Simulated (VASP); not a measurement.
# Cd (Immm) in VASP: notebook

One crystal, Cd, is run at these levels: PBE; tasks: single point.

Everything below comes from runs of VASP 6.6.1. Logs are shortened: lines on timing, memory, paths and dates and some standing lists are left out, and cuts for length are marked.

**1. The structure**

Symmetry: Immm, No. 71, orthorhombic system. Conventional cell: a = 3.113 Å, b = 3.160 Å, c = 4.436 Å, α = 90.00°, β = 90.00°, γ = 90.00°. Cd (site symmetry mmm) has 12 Cd at 3.11 to 3.16 Å as nearest neighbours.

This isn't the form of Cd at room conditions, which is hcp.

**2. Single point, PBE**

INCAR reads:

```
SYSTEM = Cd
  PREC = Accurate
  ENCUT = 520
  EDIFF = 1E-7
  ISMEAR = -1
  SIGMA = 0.15
  LREAL = .FALSE.
  LASPH = .TRUE.
  NELM = 100
  ALGO = Fast
  ISIF = 2
  LWAVE = .FALSE.
  LCHARG = .TRUE.
  GGA = PE
  LELF = .TRUE.
  LVHAR = .TRUE.
  NBANDS = 12
```

KPOINTS reads:

```
Automatic mesh
0
G
  9 9 9
  0 0 0
```

POSCAR reads:

```
Cd
1.0
   -0.0166361250      2.2181500000      2.2181500000
    2.2181500000     -0.0166361250      2.2181500000
    2.2015138750      2.2015138750      0.0000000000
Cd
1
Direct
    0.0000000000      0.0000000000      0.0000000000
```

Potentials or basis: VASP PAW PBE potentials, release 64 (Cd).

Launch:

```bash
> cat potpaw_PBE.64/Cd/POTCAR > POTCAR
> mpirun -np 1 vasp_std > vasp.out
```

OUTCAR:

```text
SYSTEM = Cd
   PREC = Accurate
   ENCUT = 520
   EDIFF = 1E-7
   ISMEAR = -1
   LREAL = .FALSE.
   LASPH = .TRUE.
   NELM = 100
   ISIF = 2
   GGA = PE

 ion  position               nearest neighbor table
   1  0.000  0.000  0.000-

  LATTYP: Found a body centered orthorhombic cell.
 ALAT       =     3.1134107798
 B/A-ratio  =     1.0151133501
 C/A-ratio  =     1.4249003147

  Lattice vectors:

 A1 = (   0.0166361250,  -2.2181500000,  -2.2181500000)
 A2 = (  -0.0166361250,   2.2181500000,  -2.2181500000)
 A3 = (   2.2181500000,  -0.0166361250,   2.2181500000)

Analysis of symmetry for initial positions (statically):
=====================================================================
 Subroutine PRICEL returns:
 Original cell was already a primitive cell.

 Routine SETGRP: Setting up the symmetry group for a
 body centered orthorhombic supercell.

 Subroutine GETGRP returns: Found  8 space group operations
 (whereof  8 operations were pure point group operations)
 out of a pool of  8 trial point group operations.

The static configuration has the point symmetry D_2h.

Analysis of symmetry for dynamics (positions and initial velocities):
=====================================================================
 Subroutine PRICEL returns:
 Original cell was already a primitive cell.

 Routine SETGRP: Setting up the symmetry group for a
 body centered orthorhombic supercell.

 Subroutine GETGRP returns: Found  8 space group operations
 (whereof  8 operations were pure point group operations)
 out of a pool of  8 trial point group operations.

The dynamic configuration has the point symmetry D_2h.

 Subroutine INISYM returns: Found  8 space group operations
 (whereof  8 operations are pure point group operations),
 and found     1 'primitive' translations

----------------------------------------------------------------------------------------

                                     Primitive cell

  volume of cell :      21.8262

  direct lattice vectors                    reciprocal lattice vectors
    -0.016636125  2.218150000  2.218150000    -0.223735057  0.223735057  0.225413069
     2.218150000 -0.016636125  2.218150000     0.223735057 -0.223735057  0.225413069
     2.201513875  2.201513875  0.000000000     0.227116443  0.227116443 -0.225413069

  length of vectors
     3.136981926  3.136981926  3.113410780     0.388491703  0.388491703  0.392396240

  position of ions in fractional coordinates (direct lattice)
     0.000000000  0.000000000  0.000000000

  ion indices of the primitive-cell ions
   primitive index   ion index
                 1           1

----------------------------------------------------------------------------------------

 KPOINTS: Automatic mesh

Automatic generation of k-mesh.
 Grid dimensions read from file:
 generate k-points for:    9    9    9

 Generating k-lattice:

  Cartesian coordinates                     Fractional coordinates (reciprocal lattice)
    -0.024859451  0.024859451  0.025045897     0.111111111  0.000000000  0.000000000
     0.024859451 -0.024859451  0.025045897     0.000000000  0.111111111  0.000000000
     0.025235160  0.025235160 -0.025045897     0.000000000  0.000000000  0.111111111

  Length of vectors
     0.043165745  0.043165745  0.043599582

  Shift w.r.t. Gamma in fractional coordinates (k-lattice)
     0.000000000  0.000000000  0.000000000

 Subroutine IBZKPT returns following result:
 ===========================================

 Found    125 irreducible k-points:

 Following reciprocal coordinates:
            Coordinates               Weight
  0.000000  0.000000  0.000000      1.000000
  0.111111  0.000000  0.000000      4.000000
  0.222222  0.000000  0.000000      4.000000
  0.333333 -0.000000  0.000000      4.000000
  0.444444  0.000000  0.000000      4.000000
  0.111111  0.111111  0.000000      2.000000
[... 16 lines left out ...]
 -0.333333  0.333333  0.000000      2.000000
  0.444444  0.444444  0.000000      2.000000
 [... further k-points ...]
   k-points           NKPTS =    125   k-points in BZ     NKDIM =    125   number of bands    NBANDS=     12
   number of dos      NEDOS =    301   number of ions     NIONS =      1
   total plane-waves  NPLWV =  13824
   dimension x,y,z NGX =    24 NGY =   24 NGZ =   24
   dimension x,y,z NGXF=    48 NGYF=   48 NGZF=   48
   ions per type =               1
   NGX,Y,Z   is equivalent  to a cutoff of  12.72, 12.72, 12.82 a.u.
   NGXF,Y,Z  is equivalent  to a cutoff of  25.44, 25.44, 25.63 a.u.
 SYSTEM =  Cd
   PREC   = accura    normal or accurate (medium, high low for compatibility)
   ISTART =      0    job   : 0-new  1-cont  2-samecut
   ICHARG =      2    charge: 1-file 2-atom 10-const
   ISPIN  =      1    spin polarized calculation?
   LNONCOLLINEAR =      F non collinear calculations
   LSORBIT =      F    spin-orbit coupling
   LASPH  =      T    aspherical Exc in radial PAW
   ENCUT  =  520.0 eV  38.22 Ry    6.18 a.u.   5.83  5.83  5.79*2*pi/ulx,y,z
   NELM   =    100;   NELMIN=  2; NELMDL= -5     # of ELM steps
   EDIFF  = 0.1E-06   stopping-criterion for ELM
   LREAL  =      F    real-space projection
   EDIFFG = 0.1E-05   stopping-criterion for IOM
   NSW    =      0    number of steps for IOM
   IBRION =     -1    ionic relax: 0-MD 1-quasi-New 2-CG
   NFREE  =      0    steps in history (QN), initial steepest desc. (CG)
   ISIF   =      2    stress and relaxation
   ISYM   =      2    0-nonsym 1-usesym 2-fastsym
   POTIM  = 0.5000    time-step for ionic-motion
   TEBEG  =    0.0;   TEEND  =   0.0 temperature during run
   PSTRESS=    0.0 pullay stress
   NELECT =      12.0000    total number of electrons
   NUPDOWN=      -1.0000    fix difference up-down
   EMIN   =  10.00;   EMAX   =-10.00  energy-range for DOS
   EFERMI =   0.00;   METHOD = LEGACY
   ISMEAR =    -1;   SIGMA  =   0.15  broadening in eV -4-tet -1-fermi 0-gaus
   EFERMI_NEDOS =   21; number of points for ismear=-14 and -15
   IALGO  =     68    algorithm
   IMIX   =      4    mixing-type and parameters
     AMIX     =   0.40;   BMIX     =  1.00
     AMIX_MAG =   1.60;   BMIX_MAG =  1.00
  volume/ion in A,a.u.               =      21.83       147.29
  Fermi-wavevector in a.u.,A,eV,Ry     =   1.341145  2.534397 24.472399  1.798671
  Thomas-Fermi vector in A             =   2.469402
   LORBIT       =      0    0 simple, 1 ext, 2 COOP (PROOUT), +10 PAW based schemes
   GGA     = PE    functional components
   LHFCALC =     F    Hartree Fock is set to
   AEXX    =    0.0000 exact exchange contribution
   IVDW    =     0    specifies the selected vdW correction
   LEPSILON=     F    determine dielectric tensor
   LRPA    =     F    only Hartree local field effects (RPA)
 non-spin polarized calculation
 RMM-DIIS sequential band-by-band and
  energy-cutoff  :      520.00
  volume of cell :       21.83
 maximum number of plane-waves:       600
   NGX = 11   NGY = 11   NGZ = 11

 number of electron      12.0000003 magnetization

 Free energy of the ion-electron system (eV)
  ---------------------------------------------------
  ext. energy  EPLUGINS =         0.00000000
  ---------------------------------------------------
  free energy    TOTEN  =        -0.73770919 eV

  energy without entropy =       -0.71237375  energy(sigma->0) =       -0.72504147

 E-fermi :   2.8143     XC(G=0): -10.9863

 val. band max:        2.7795095768   @ k =  -0.4444  -0.4444   0.3333
 cond. band min:       2.8701487638   @ k =  -0.2222   0.4444   0.2222
 fundamental gap:      0.0906391870
 Fermi energy:         2.8142562406

 k-point     1 :       0.0000    0.0000    0.0000
  band No.  band energies     occupation
      1      -6.3219      2.00000
      2      -6.3026      2.00000
      3      -6.2765      2.00000
      4      -5.9488      2.00000
      5      -5.8456      2.00000
      6      -5.8452      2.00000
      7      16.6985      0.00000
      8      17.5373      0.00000
      9      17.8344      0.00000
     10      18.0540      0.00000
     11      20.9494      0.00000
     12      21.1337      0.00000

 k-point     2 :       0.1111    0.0000    0.0000
  band No.  band energies     occupation
      1      -6.3617      2.00000
      2      -6.2670      2.00000
      3      -6.2307      2.00000
      4      -5.8517      2.00000
      5      -5.8513      2.00000
      6      -5.6133      2.00000
      7      14.1802      0.00000
      8      16.9339      0.00000
      9      17.3894      0.00000
     10      17.5875      0.00000
     11      21.4990      0.00000
     12      21.9053      0.00000

 k-point     3 :       0.2222    0.0000    0.0000
  band No.  band energies     occupation
      1      -6.5076      2.00000
      2      -6.2208      2.00000
      3      -6.1794      2.00000
      4      -5.8011      2.00000
      5      -5.7969      2.00000
      6      -4.5737      2.00000
      7       9.9713      0.00000
      8      16.4737      0.00000
      9      16.7816      0.00000
     10      16.9300      0.00000
     11      21.0338      0.00000
     12      21.4622      0.00000

 k-point     4 :       0.3333   -0.0000    0.0000
  band No.  band energies     occupation
      1      -6.6751      2.00000
      2      -6.2594      2.00000
      3      -6.2182      2.00000
      4      -5.6426      2.00000
      5      -5.6268      2.00000
      6      -2.8567      2.00000
      7       6.0329      0.00000
      8      15.8532      0.00000
      9      16.0666      0.00000
     10      16.4004      0.00000
     11      20.0529      0.00000
     12      20.1742      0.00000

 k-point     5 :       0.4444    0.0000    0.0000
  band No.  band energies     occupation
      1      -6.7822      2.00000
      2      -6.3074      2.00000
      3      -6.2654      2.00000
      4      -5.5099      2.00000
      5      -5.4874      2.00000
      6      -0.5340      2.00000
      7       2.5802      1.65283
      8      15.4597      0.00000
      9      15.6275      0.00000
     10      15.9945      0.00000
     11      19.3488      0.00000
     12      19.4876      0.00000
[... 228 lines left out ...]
      1      -6.8254      2.00000
      2      -6.6744      2.00000
      3      -5.6481      2.00000
      4      -5.6099      2.00000
      5      -5.4477      2.00000
      6      -0.2328      2.00000
      7       7.4011      0.00000
      8       8.3607      0.00000
      9      10.7341      0.00000
     10      14.3803      0.00000
     11      16.0172      0.00000
     12      27.4969      0.00000

 k-point    22 :      -0.4444    0.3333    0.0000
  band No.  band energies     occupation
      1      -6.7804      2.00000
      2      -6.5338      2.00000
      3      -5.7653      2.00000
      4      -5.7101      2.00000
      5      -5.4560      2.00000
      6       2.0697      1.98612
      7       4.6966      0.00001
      8       6.3643      0.00000
      9      11.1183      0.00000
     10      14.4916      0.00000
     11      19.4620      0.00000
     12      26.2578      0.00000

 k-point    23 :      -0.3333    0.3333    0.0000
  band No.  band energies     occupation
      1      -6.6608      2.00000
      2      -6.2580      2.00000
      3      -6.0261      2.00000
      4      -5.8035      2.00000
      5      -5.5866      2.00000
      6       2.0507      1.98777
      7       4.6581      0.00001
      8       5.5959      0.00000
      9      12.2871      0.00000
     10      14.8946      0.00000
     11      23.4531      0.00000
     12      25.0228      0.00000

 k-point    24 :       0.4444    0.4444    0.0000
  band No.  band energies     occupation
      1      -6.9225      2.00000
      2      -6.8352      2.00000
      3      -5.5064      2.00000
      4      -5.4117      2.00000
      5      -5.4096      2.00000
      6       1.0046      1.99999
      7       5.4365      0.00000
      8       9.5432      0.00000
      9      10.0231      0.00000
     10      13.7182      0.00000
     11      14.1995      0.00000
     12      29.5859      0.00000

 [... further k-points ...]

------------------------ aborting loop because EDIFF is reached ----------------------------------------

  FORCE on cell =-STRESS in cart. coord.  units (eV):
  Direction    XX          YY          ZZ          XY          YZ          ZX
  --------------------------------------------------------------------------------------
  -------------------------------------------------------------------------------------
  Total        0.3598463      0.3598463      0.3661446     -0.0067210      0.0000000      0.0000000
  in kB       26.4149238     26.4149238     26.8772523     -0.4933618      0.0000000      0.0000000
  external PRESSURE =      26.5690333 kB  Pullay stress =       0.0000000 kB

 VOLUME and BASIS-vectors are now :
 -----------------------------------------------------------------------------
  energy-cutoff  :      520.00
  volume of cell :       21.83
      direct lattice vectors                 reciprocal lattice vectors
    -0.016636125  2.218150000  2.218150000    -0.223735057  0.223735057  0.225413069
     2.218150000 -0.016636125  2.218150000     0.223735057 -0.223735057  0.225413069
     2.201513875  2.201513875  0.000000000     0.227116443  0.227116443 -0.225413069

 POSITION                                       TOTAL-FORCE (eV/Angst)
 -----------------------------------------------------------------------------------
      0.00000      0.00000      0.00000         0.000000      0.000000      0.000000
 -----------------------------------------------------------------------------------
    total drift:                                0.000000      0.000000     -0.000000

  FREE ENERGIE OF THE ION-ELECTRON SYSTEM (eV)
  ---------------------------------------------------
  free  energy   TOTEN  =        -0.7377091865 eV

  energy  without entropy=       -0.7123737480  energy(sigma->0) =       -0.72504147
```

Wall time 14 s (1 thread of Intel Xeon Platinum 8488C (Sapphire Rapids), shared host); peak memory 0.15 GiB.

What came out:

| Item | Value |
| --- | --- |
| Free energy | -0.7377 eV |
| Pressure | 2.7 GPa |
| Band gap on the k mesh | none (metal or under the smearing width) |

**3. Single point, PBE**

INCAR reads:

```
ALGO = Normal
EDIFF = 1E-7
ENCUT = 520
GGA = PE
ISIF = 2
ISMEAR = -1
LASPH = True
LCHARG = False
LREAL = False
LWAVE = False
NBANDS = 12
NELM = 100
PREC = Accurate
SIGMA = 0.15
```

KPOINTS reads:

```
k-points
0
Gamma
  9 9 9
```

POSCAR reads:

```
Cd
1.0
    0.0000000000      2.2181500000      2.2181500000
    2.2181500000      0.0000000000      2.2181500000
    2.2181500000      2.2181500000      0.0000000000
Cd
1
Direct
    0.0000000000      0.0000000000      0.0000000000
```

Potentials or basis: VASP PAW PBE potentials, release 64 (Cd).

Launch:

```bash
> cat potpaw_PBE.64/Cd/POTCAR > POTCAR
> mpirun -np 1 vasp_std > vasp.out
```

Wall time 4.5 s (1 thread of Intel Xeon Platinum 8488C (Sapphire Rapids), shared host); peak memory 0.14 GiB.

The run converged. Its results:

```yaml
Free_energy: -0.7377 eV
Pressure: 2.6 GPa
Band_gap_on_the_k_mesh: none (metal or under the smearing width)
```

Levels at points of the mesh, in eV from the Fermi level:
| k point | band 2 | band 3 | band 4 | band 5 | band 6 | band 7 | band 8 | band 9 | band 10 | band 11 |
| --- | --- | --- | --- | --- | --- | --- | --- | --- | --- | --- |
| (0.00, 0.00, 0.00) | -9.11 | -9.11 | -8.76 | -8.65 | -8.65 | 13.93 | 14.98 | 14.98 | 14.98 | 18.35 |

[end of part 1 of 2]
